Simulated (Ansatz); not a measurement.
Comparing deformations in GaN

Computed with Ansatz 0.2.0, DFT r2SCAN, scalar-relativistic, plane waves, PAW. Cutoff 500 eV, Γ-centred 12×12×6 k-points, Gaussian smearing of 0.05 eV. No spin polarisation. Energies are free energies at this smearing, counted from the undisturbed cell; pressure is positive in compression.

The starting cell (relaxed at this level):

```yaml
crystal:
  lattice:
    - [3.18310, 0.00000, 0.00000]
    - [-1.59155, 2.75664, 0.00000]
    - [0.00000, 0.00000, 5.18360]
  atoms:
    - { symbol: Ga, position: [0.33333, 0.66667, 0.99911] }
    - { symbol: Ga, position: [0.66667, 0.33333, 0.49911] }
    - { symbol: N, position: [0.33333, 0.66667, 0.37589] }
    - { symbol: N, position: [0.66667, 0.33333, 0.87589] }
```

The cell is strained by ε times a Voigt pattern (xx, yy, zz, yz, xz, xy; engineering shear) with fractional coordinates fixed. τ = (1/V0) dE/dε comes from the stress tensor. Of each scan, only the three points used here are listed.

```
           pattern        ε  τ (GPa)
(1, 1, 0, 0, 0, 0)  -0.0150   -16.99
(1, 1, 0, 0, 0, 0)   0.0000    -0.01
(1, 1, 0, 0, 0, 0)   0.0150    14.76
(0, 0, 1, 0, 0, 0)  -0.0150    -7.36
(0, 0, 1, 0, 0, 0)   0.0000     0.00
(0, 0, 1, 0, 0, 0)   0.0150     6.44
(1, 0, 0, 0, 0, 0)  -0.0300   -14.23
(1, 0, 0, 0, 0, 0)   0.0000     0.00
(1, 0, 0, 0, 0, 0)   0.0150     6.01
```

Task: Which constants do the scans give, and which deformation costs least for the same size of strain tensor?

Result: The slope dτ/dε at zero (parabola through three points) is pᵀCp: (1, 1, 0, 0, 0, 0) gives C11 + C22 + 2 C12 = 1058 GPa; (0, 0, 1, 0, 0, 0) gives C33 = 460 GPa; (1, 0, 0, 0, 0, 0) gives C11 = 425 GPa. The size of the strain tensor, ε:ε, is ε² times 2.0, 1.0, 1.0. Per unit of it the stiffnesses are 529, 460, 425 GPa, so (1, 0, 0, 0, 0, 0) is the softest of these: at ε:ε = (1 %)² the quadratic term costs 1.51 meV/atom against 1.88 for the stiffest. These are clamped-ion values.

Forces appear on the atoms along this scan, and letting them relax would lower the energy and soften the response.